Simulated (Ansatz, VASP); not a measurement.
# Cross-check of Al2O3 (alpha-Al2O3(0001)) between VASP and Ansatz, part 2 of 2

Aim: how closely do two programs agree when they are given the same cell, functional and k mesh? The cell is taken from a series of runs on this material, whose earlier steps may have relaxed, scaled, displaced or heated it; both programs get it as it stands.

VASP 6.6.1 and Ansatz 0.2.0.

So far: The structure; Ansatz: single point, PBE with D3(BJ); VASP: single point, PBE with D3(BJ); Side by side.

## Step 5: Ansatz: single point, PBE

Level of this step: Ansatz beside VASP: Kohn-Sham DFT, plane waves, PBE (Ansatz).

A single point gives forces, pressure and levels at one fixed geometry, so differences don't come from the geometry; what else differs is listed under the comparison.

The cell is taken from a series of runs on this material, whose earlier steps may have relaxed, scaled, displaced or heated it; both programs get it as it stands.

Input file input.yaml:

```yaml
crystal:
  lattice:
    - [9.58, 0.0, 0.0]
    - [-4.79, 8.29652, 0.0]
    - [0.0, 0.0, 22.04645]
  atoms:
    - { symbol: Al, position: [0.0, 0.0, 0.13317] }
    - { symbol: Al, position: [0.33333, 0.16667, 0.23064] }
    - { symbol: Al, position: [1.0, 0.0, 0.27866] }
    - { symbol: Al, position: [0.33333, 0.16667, 0.08559] }
    - { symbol: Al, position: [0.16667, 0.33333, 0.12346] }
    - { symbol: Al, position: [0.16667, 0.33333, 0.24064] }
    - { symbol: O, position: [0.15396, 0.99116, 0.08382] }
    - { symbol: O, position: [0.00884, 0.1628, 0.08382] }
    - { symbol: O, position: [0.3372, 0.34604, 0.08382] }
    - { symbol: O, position: [0.49583, 0.17527, 0.27997] }
    - { symbol: O, position: [0.32473, 0.32056, 0.27997] }
    - { symbol: O, position: [0.17944, 0.00417, 0.27997] }
    - { symbol: O, position: [0.00729, 0.33339, 0.18198] }
    - { symbol: O, position: [0.16661, 0.1739, 0.18198] }
    - { symbol: O, position: [0.3261, 0.49271, 0.18198] }
    - { symbol: Al, position: [0.0, 0.5, 0.13317] }
    - { symbol: Al, position: [0.33333, 0.66667, 0.23064] }
    - { symbol: Al, position: [0.0, 0.5, 0.27866] }
    - { symbol: Al, position: [0.33333, 0.66667, 0.08559] }
    - { symbol: Al, position: [0.16667, 0.83333, 0.12346] }
    - { symbol: Al, position: [0.16667, 0.83333, 0.24064] }
    - { symbol: O, position: [0.15396, 0.49116, 0.08382] }
    - { symbol: O, position: [0.00884, 0.6628, 0.08382] }
    - { symbol: O, position: [0.3372, 0.84604, 0.08382] }
    - { symbol: O, position: [0.49583, 0.67527, 0.27997] }
    - { symbol: O, position: [0.32473, 0.82056, 0.27997] }
    - { symbol: O, position: [0.17944, 0.50417, 0.27997] }
    - { symbol: O, position: [0.00729, 0.83339, 0.18198] }
    - { symbol: O, position: [0.16661, 0.6739, 0.18198] }
    - { symbol: O, position: [0.3261, 0.99271, 0.18198] }
    - { symbol: Al, position: [0.5, 0.0, 0.13317] }
    - { symbol: Al, position: [0.83333, 0.16667, 0.23064] }
    - { symbol: Al, position: [0.5, 0.0, 0.27866] }
    - { symbol: Al, position: [0.83333, 0.16667, 0.08559] }
    - { symbol: Al, position: [0.66667, 0.33333, 0.12346] }
    - { symbol: Al, position: [0.66667, 0.33333, 0.24064] }
    - { symbol: O, position: [0.65396, 0.99116, 0.08382] }
    - { symbol: O, position: [0.50884, 0.1628, 0.08382] }
    - { symbol: O, position: [0.8372, 0.34604, 0.08382] }
    - { symbol: O, position: [0.99583, 0.17527, 0.27997] }
    - { symbol: O, position: [0.82473, 0.32056, 0.27997] }
    - { symbol: O, position: [0.67944, 0.00417, 0.27997] }
    - { symbol: O, position: [0.50729, 0.33339, 0.18198] }
    - { symbol: O, position: [0.66661, 0.1739, 0.18198] }
    - { symbol: O, position: [0.8261, 0.49271, 0.18198] }
    - { symbol: Al, position: [0.5, 0.5, 0.13317] }
    - { symbol: Al, position: [0.83333, 0.66667, 0.23064] }
    - { symbol: Al, position: [0.5, 0.5, 0.27866] }
    - { symbol: Al, position: [0.83333, 0.66667, 0.08559] }
    - { symbol: Al, position: [0.66667, 0.83333, 0.12346] }
    - { symbol: Al, position: [0.66667, 0.83333, 0.24064] }
    - { symbol: O, position: [0.65396, 0.49116, 0.08382] }
    - { symbol: O, position: [0.50884, 0.6628, 0.08382] }
    - { symbol: O, position: [0.8372, 0.84604, 0.08382] }
    - { symbol: O, position: [0.99583, 0.67527, 0.27997] }
    - { symbol: O, position: [0.82473, 0.82056, 0.27997] }
    - { symbol: O, position: [0.67944, 0.50417, 0.27997] }
    - { symbol: O, position: [0.50729, 0.83339, 0.18198] }
    - { symbol: O, position: [0.66661, 0.6739, 0.18198] }
    - { symbol: O, position: [0.8261, 0.99271, 0.18198] }
kpoints:
  mp_grid: { grid: [1, 1, 1] }
hamiltonian:
  xc: pbe
scf:
  occupations: { method: fermi_dirac, width: 0.025 }
output:
  forces: true
```

Started as:

```
> ansatz run input.yaml --threads 4 --pin off --max-ram 8192MiB --backend cpu --events-out ev --progress --plain --runs-dir out
```

Numbers of over 12 decimals in the logs are rounded to 6 here.

The program printed:

```text
[...]
Crystal: 60 atoms, lattice volume = 1752.266 Å³
Basis set: ecut = 420 eV, 34135 PW (Γ), exchange–correlation on 144×144×300 points (8 copies of the dense FFT grid, shifted against one another)
Bands: 204, of which v1, the nominal top of the filled ones, is band 144 counted from 1 (143 counted from 0)
Symmetry: 12 space group operations
[...]
k-points: 1
[...]
atom   5  Al    -0.00000000     0.00000000    -0.15860767
  atom   6  Al     0.00000000     0.00000000     0.06836326
  atom   7  O     -0.01266956     0.04034967     0.02311320
  atom   8  O     -0.02860906    -0.03114700     0.02311320
[...]
atom  57  O     -0.01569258    -0.00531342     0.04781658
  atom  58  O      0.01273944    -0.01093678    -0.00151982
  atom  59  O      0.00310180     0.01650107    -0.00151982
  atom  60  O     -0.01584125    -0.00556429    -0.00151982
  max |Σ_I F_I| component: 8.36e-5 eV/Å
[key lines of the parts left out:]
SCF converged after 7 iterations
Free energy (F): -33402.561435 eV
Fermi energy:    -0.255484 eV
```

## Step 6: VASP: single point, PBE

The same cell, functional, mesh and smearing now go to VASP, with its own data sets.

Input file INCAR:

```
SYSTEM = Al2O3
PREC = Accurate
ENCUT = 520
EDIFF = 1E-06
NELM = 120
ISMEAR = -1
SIGMA = 0.025
LREAL = Auto
ALGO = Normal
GGA = PE
NBANDS = 192
LORBIT = 11
LWAVE = .FALSE.
LCHARG = .FALSE.
ISIF = 2
LASPH = .TRUE.
GGA_COMPAT = .FALSE.
EFERMI = MIDGAP
NCORE = 2
```

Input file POSCAR:

```
Al2O3
1.0
    9.5800000000      0.0000000000      0.0000000000
   -4.7900000000      8.2965200000      0.0000000000
    0.0000000000      0.0000000000     22.0464500000
Al O
24 36
Direct
    0.0000000000      0.0000000000      0.1331700000
    0.3333333333      0.1666666667      0.2306400000
    0.0000000000      0.0000000000      0.2786600000
    0.3333333333      0.1666666667      0.0855900000
    0.1666666667      0.3333333333      0.1234600000
    0.1666666667      0.3333333333      0.2406400000
    0.0000000000      0.5000000000      0.1331700000
    0.3333333333      0.6666666667      0.2306400000
    0.0000000000      0.5000000000      0.2786600000
    0.3333333333      0.6666666667      0.0855900000
    0.1666666667      0.8333333333      0.1234600000
    0.1666666667      0.8333333333      0.2406400000
    0.5000000000      0.0000000000      0.1331700000
    0.8333333333      0.1666666667      0.2306400000
    0.5000000000      0.0000000000      0.2786600000
    0.8333333333      0.1666666667      0.0855900000
    0.6666666667      0.3333333333      0.1234600000
    0.6666666667      0.3333333333      0.2406400000
    0.5000000000      0.5000000000      0.1331700000
    0.8333333333      0.6666666667      0.2306400000
    0.5000000000      0.5000000000      0.2786600000
    0.8333333333      0.6666666667      0.0855900000
    0.6666666667      0.8333333333      0.1234600000
    0.6666666667      0.8333333333      0.2406400000
    0.1539600000      0.9911600000      0.0838200000
    0.0088400000      0.1628000000      0.0838200000
    0.3372000000      0.3460400000      0.0838200000
    0.4958300000      0.1752700000      0.2799700000
    0.3247300000      0.3205600000      0.2799700000
    0.1794400000      0.0041700000      0.2799700000
    0.0072900000      0.3333900000      0.1819800000
    0.1666100000      0.1739000000      0.1819800000
    0.3261000000      0.4927100000      0.1819800000
    0.1539600000      0.4911600000      0.0838200000
    0.0088400000      0.6628000000      0.0838200000
    0.3372000000      0.8460400000      0.0838200000
    0.4958300000      0.6752700000      0.2799700000
    0.3247300000      0.8205600000      0.2799700000
    0.1794400000      0.5041700000      0.2799700000
    0.0072900000      0.8333900000      0.1819800000
    0.1666100000      0.6739000000      0.1819800000
    0.3261000000      0.9927100000      0.1819800000
    0.6539600000      0.9911600000      0.0838200000
    0.5088400000      0.1628000000      0.0838200000
    0.8372000000      0.3460400000      0.0838200000
    0.9958300000      0.1752700000      0.2799700000
    0.8247300000      0.3205600000      0.2799700000
    0.6794400000      0.0041700000      0.2799700000
    0.5072900000      0.3333900000      0.1819800000
    0.6666100000      0.1739000000      0.1819800000
    0.8261000000      0.4927100000      0.1819800000
    0.6539600000      0.4911600000      0.0838200000
    0.5088400000      0.6628000000      0.0838200000
    0.8372000000      0.8460400000      0.0838200000
    0.9958300000      0.6752700000      0.2799700000
    0.8247300000      0.8205600000      0.2799700000
    0.6794400000      0.5041700000      0.2799700000
    0.5072900000      0.8333900000      0.1819800000
    0.6666100000      0.6739000000      0.1819800000
    0.8261000000      0.9927100000      0.1819800000
```

Input file KPOINTS:

```
Automatic mesh
0
Gamma
1 1 1
0 0 0
```

PAW data sets: Al and O (PBE family, release 64).

Started as:

```
> mpirun -np 8 vasp_gam
```

The program printed:

```text
[... set-up lines as in an earlier step ...]
 entering main loop
       N       E                     dE             d eps       ncg     rms          rms(c)
DAV:   1     0.295368984204E+04    0.29537E+04   -0.14615E+05   408   0.131E+03
DAV:   2    -0.628886181128E+02   -0.30166E+04   -0.28923E+04   496   0.332E+02
DAV:   3    -0.483612800804E+03   -0.42072E+03   -0.41825E+03   464   0.130E+02
DAV:   4    -0.494539960419E+03   -0.10927E+02   -0.10894E+02   464   0.245E+01
[...]
DAV:  25    -0.433574406338E+03   -0.32286E-05   -0.10637E-07   288   0.106E-03    0.106E-03
DAV:  26    -0.433574407552E+03   -0.12140E-05   -0.93568E-08   264   0.120E-03    0.212E-04
DAV:  27    -0.433574407537E+03    0.15134E-07   -0.32162E-08   288   0.502E-04
   1 F= -.43357441E+03 E0= -.43357441E+03  d E =0.000000E+00
```

OUTCAR, selected parts (step 6):

```text
  Total       62.6691269     62.6690761      4.1584458      0.0000000     -0.0000000      0.0000000
  in kB       57.3012486     57.3012021      3.8022571      0.0000000     -0.0000000      0.0000000
  external PRESSURE =      39.4682360 kB  Pullay stress =       0.0000000 kB

 POSITION                                       TOTAL-FORCE (eV/Angst)
 -----------------------------------------------------------------------------------
      0.00000      0.00000      2.93593        -0.000000      0.000000     -0.104828
      2.39500      1.38275      5.08479        -0.000000      0.000000      0.046370
      0.00000      0.00000      6.14346        -0.000000      0.000000      0.170402
      2.39500      1.38275      1.88696        -0.000000      0.000000     -0.231314
      0.00000      2.76551      2.72185        -0.000000      0.000000     -0.180501
      0.00000      2.76551      5.30526        -0.000000      0.000000      0.088857
     -2.39500      4.14826      2.93593        -0.000000      0.000000     -0.104828
     -0.00000      5.53101      5.08479        -0.000000      0.000000      0.046370
     -2.39500      4.14826      6.14346        -0.000000      0.000000      0.170402
     -0.00000      5.53101      1.88696        -0.000000      0.000000     -0.231314
     -2.39500      6.91377      2.72185        -0.000000      0.000000     -0.180501
     -2.39500      6.91377      5.30526        -0.000000      0.000000      0.088857
      4.79000      0.00000      2.93593        -0.000000      0.000000     -0.104828
      7.18500      1.38275      5.08479        -0.000000      0.000000      0.046370
[...]
-----------------------------------------------------------------------------------
    total drift:                               -0.000510     -0.000010      0.035361

  FREE ENERGIE OF THE ION-ELECTRON SYSTEM (eV)
  ---------------------------------------------------
  free  energy   TOTEN  =      -433.5744075371 eV

  energy  without entropy=     -433.5744075371  energy(sigma->0) =     -433.57440754

[... 1 part as in an earlier step ...]

[... 1 further part left out ...]
[key lines of the parts left out:]
E-fermi :  -0.7503
```

## Step 7: Side by side

Both answers:

| quantity | Ansatz | VASP | difference |
| --- | --- | --- | --- |
| gap on the k mesh (eV) | 5.132 | 5.130 | +0.001 |

Forces on 7 of the 60 atoms, those with the largest forces and the largest differences (eV/Å; atoms numbered as in POSCAR):

| atom | Ansatz x, y, z | VASP x, y, z |
| --- | --- | --- |
| Al4 | 0.000, 0.000, -0.192 | 0.000, 0.000, -0.231 |
| Al10 | 0.000, 0.000, -0.192 | 0.000, 0.000, -0.231 |
| Al11 | 0.000, 0.000, -0.159 | 0.000, 0.000, -0.181 |
| Al16 | 0.000, 0.000, -0.192 | 0.000, 0.000, -0.231 |
| Al17 | 0.000, 0.000, -0.159 | 0.000, 0.000, -0.181 |
| Al22 | 0.000, 0.000, -0.192 | 0.000, 0.000, -0.231 |
| Al23 | 0.000, 0.000, -0.159 | 0.000, 0.000, -0.181 |

The forces differ by 16 meV/Å r.m.s., which is 27.4 % of the r.m.s. force of 0.058 eV/Å (both taken over all components). A gap on the mesh is an upper bound, since the band edges may lie between its points. With vacuum in the cell, a pressure given here is an average over mostly empty space and none of the material.

## Step 8: Ansatz: single point, RPBE with D3(BJ)

With cell and atoms fixed, the geometry can't cause a difference; cores, projectors, grids and the points listed under the comparison can.

The cell is taken from a series of runs on this material, whose earlier steps may have relaxed, scaled, displaced or heated it; both programs get it as it stands.

input.yaml, as its differences from that of step 5:

```diff
@@ -69,3 +69,4 @@
 hamiltonian:
-  xc: pbe
+  xc: rpbe
+  dispersion: d3bj
 scf:
```

Started as:

```
> ansatz run input.yaml --threads 4 --pin off --max-ram 8192MiB --backend cpu --events-out ev --progress --plain --runs-dir out
```

The program printed:

```text
[...]
Crystal: 60 atoms, lattice volume = 1752.266 Å³
Basis set: ecut = 420 eV, 34135 PW (Γ), exchange–correlation on 144×144×300 points (8 copies of the dense FFT grid, shifted against one another)
Bands: 204, of which v1, the nominal top of the filled ones, is band 144 counted from 1 (143 counted from 0)
Symmetry: 12 space group operations
[...]
k-points: 1
[...]
atom   5  Al     0.00000000     0.00000000     0.37838617
  atom   6  Al    -0.00000000     0.00000000    -0.46907373
  atom   7  O     -0.06982008    -0.02030704    -0.01606424
  atom   8  O      0.05249645    -0.05031245    -0.01606424
[...]
atom  57  O      0.06522843     0.01387827     0.08661340
  atom  58  O     -0.04686869    -0.01057247    -0.00133873
  atom  59  O      0.03259037    -0.03530324    -0.00133873
  atom  60  O      0.01427832     0.04587571    -0.00133873
  max |Σ_I F_I| component: 3.75e-5 eV/Å
[key lines of the parts left out:]
SCF converged after 8 iterations
Free energy (F): -33581.554986 eV
Fermi energy:    -0.104838 eV
```

## Step 9: VASP: single point, RPBE with D3(BJ)

The same cell, functional, mesh and smearing now go to VASP, with its own data sets.

INCAR, as its differences from that of step 6:

```diff
@@ -9,3 +9,4 @@
 ALGO = Normal
-GGA = PE
+GGA = RP
+IVDW = 12
 NBANDS = 192
```

POSCAR is that of step 6.

KPOINTS is that of step 6.

Started as:

```
> mpirun -np 8 vasp_gam
```

The program printed:

```text
[banner, memory and clock lines left out]
running    8 mpi-ranks, on    1 nodes
[...]
|                                                                             |
|               ----> ADVICE to this user running VASP <----                  |
|                                                                             |
|     You enforced a specific xc type in the INCAR file but a different       |
|     [... a line on the potential file left out ...]
|     I HOPE YOU KNOW WHAT YOU ARE DOING!                                     |
|                                                                             |

 LDA part: xc-table for (Slater+PW92), standard interpolation
 POSCAR, INCAR and KPOINTS ok, starting setup
[...]
entering main loop
       N       E                     dE             d eps       ncg     rms          rms(c)
DAV:   1     0.297430048026E+04    0.29743E+04   -0.14607E+05   408   0.131E+03
DAV:   2    -0.404634642959E+02   -0.30148E+04   -0.28895E+04   496   0.332E+02
DAV:   3    -0.461123197922E+03   -0.42066E+03   -0.41820E+03   464   0.130E+02
DAV:   4    -0.471907134565E+03   -0.10784E+02   -0.10751E+02   464   0.243E+01
[...]
DAV:  25    -0.412038366948E+03   -0.54925E-05   -0.21766E-07   280   0.176E-03    0.413E-04
DAV:  26    -0.412038368530E+03   -0.15817E-05   -0.73511E-08   280   0.734E-04    0.321E-04
DAV:  27    -0.412038369071E+03   -0.54057E-06   -0.29350E-09   272   0.399E-04
   1 F= -.46025634E+03 E0= -.46025634E+03  d E =0.000000E+00
```

Parts of OUTCAR (step 9):

```text
 Edisp (eV)  -48.21797

  Total      21.97480    21.97479   -22.70202     0.00000    -0.00000    -0.00000
  in kB      20.09257    20.09255   -20.75749     0.00000    -0.00000    -0.00000
  external pressure =        6.48 kB  Pullay stress =        0.00 kB

 POSITION                                       TOTAL-FORCE (eV/Angst)
 -----------------------------------------------------------------------------------
      0.00000      0.00000      2.93593         0.000000     -0.000000      0.477521
      2.39500      1.38275      5.08479         0.000000     -0.000000     -0.536028
      0.00000      0.00000      6.14346         0.000000     -0.000000     -0.842976
      2.39500      1.38275      1.88696         0.000000     -0.000000      0.782494
      0.00000      2.76551      2.72185         0.000000     -0.000000      0.338787
      0.00000      2.76551      5.30526         0.000000     -0.000000     -0.430734
     -2.39500      4.14826      2.93593         0.000000     -0.000000      0.477521
     -0.00000      5.53101      5.08479         0.000000     -0.000000     -0.536028
     -2.39500      4.14826      6.14346         0.000000     -0.000000     -0.842976
     -0.00000      5.53101      1.88696         0.000000     -0.000000      0.782494
     -2.39500      6.91377      2.72185         0.000000     -0.000000      0.338787
     -2.39500      6.91377      5.30526         0.000000     -0.000000     -0.430734
      4.79000      0.00000      2.93593         0.000000     -0.000000      0.477521
      7.18500      1.38275      5.08479         0.000000     -0.000000     -0.536028
[...]
-----------------------------------------------------------------------------------
    total drift:                               -0.000511     -0.000010      0.035147

  FREE ENERGIE OF THE ION-ELECTRON SYSTEM (eV)
  ---------------------------------------------------
  free  energy   TOTEN  =      -460.2563352845 eV

  energy  without entropy=     -460.2563352845  energy(sigma->0) =     -460.25633528

[... 1 part as in an earlier step ...]

[... 1 further part left out ...]
[key lines of the parts left out:]
E-fermi :  -0.6001
```

## Step 10: Side by side

What differs besides the data sets and the points named for the pairs above, as far as they apply: Ansatz makes its cores anew for this functional, VASP keeps those of its PBE data sets. Total energies have different zeros and are not compared.

Both answers:

| quantity | Ansatz | VASP | difference |
| --- | --- | --- | --- |
| gap on the k mesh (eV) | 5.140 | 5.139 | +0.001 |

Forces on 10 of the 60 atoms, those with the largest forces and the largest differences (eV/Å; atoms numbered as in POSCAR):

| atom | Ansatz x, y, z | VASP x, y, z |
| --- | --- | --- |
| Al3 | 0.000, 0.000, -0.875 | 0.000, 0.000, -0.843 |
| Al9 | 0.000, 0.000, -0.875 | 0.000, 0.000, -0.843 |
| Al10 | 0.000, 0.000, 0.817 | 0.000, 0.000, 0.782 |
| Al15 | 0.000, 0.000, -0.875 | 0.000, 0.000, -0.843 |
| Al16 | 0.000, 0.000, 0.817 | 0.000, 0.000, 0.782 |
| Al21 | 0.000, 0.000, -0.875 | 0.000, 0.000, -0.843 |
| Al22 | 0.000, 0.000, 0.817 | 0.000, 0.000, 0.782 |
| O30 | 0.065, 0.014, 0.087 | 0.061, 0.007, 0.042 |
| O48 | 0.065, 0.014, 0.087 | 0.061, 0.007, 0.042 |
| O57 | 0.065, 0.014, 0.087 | 0.061, 0.007, 0.042 |

The forces differ by 21 meV/Å r.m.s., which is 9.5 % of the r.m.s. force of 0.220 eV/Å (both taken over all components). A gap on the mesh is an upper bound, since the band edges may lie between its points. With vacuum in the cell, a pressure given here is an average over mostly empty space and none of the material.

## Step 11: Results

```yaml
r_m_s_force_difference_single_point_pbe_with_d3_bj: 16 meV/Å
r_m_s_force_difference_single_point_pbe: 16 meV/Å
r_m_s_force_difference_single_point_rpbe_with_d3_bj: 9.5 % of the r.m.s. force
```

What this shows: The r.m.s. force difference is 9.5 % of the r.m.s. force (single point, RPBE with D3(BJ)), beyond the 3 % picked in this series as the mark of a large difference. What causes the difference of the single point, PBE with D3(BJ) pair stays open here. What causes the difference of the single point, PBE pair stays open here. What causes the difference of the single point, RPBE with D3(BJ) pair stays open here. 2 further runs of this series are not shown here. Such differences can come from data sets, numerical settings and the points named under the comparisons, not from the functional's error against experiment.

[Lines on the potential files, build, host, timing and source positions are cut from VASP's logs without a mark.]

[Logs are printed without paths, hosts, clocks, repeated set-up lines and the standing remarks that a program may print on its own settings, such as how far it seeks lower states.]

[Hosts, paths, dates, database ids (printed as entryN), source tags and the programs' standing remarks are cut or masked in the printed files.]
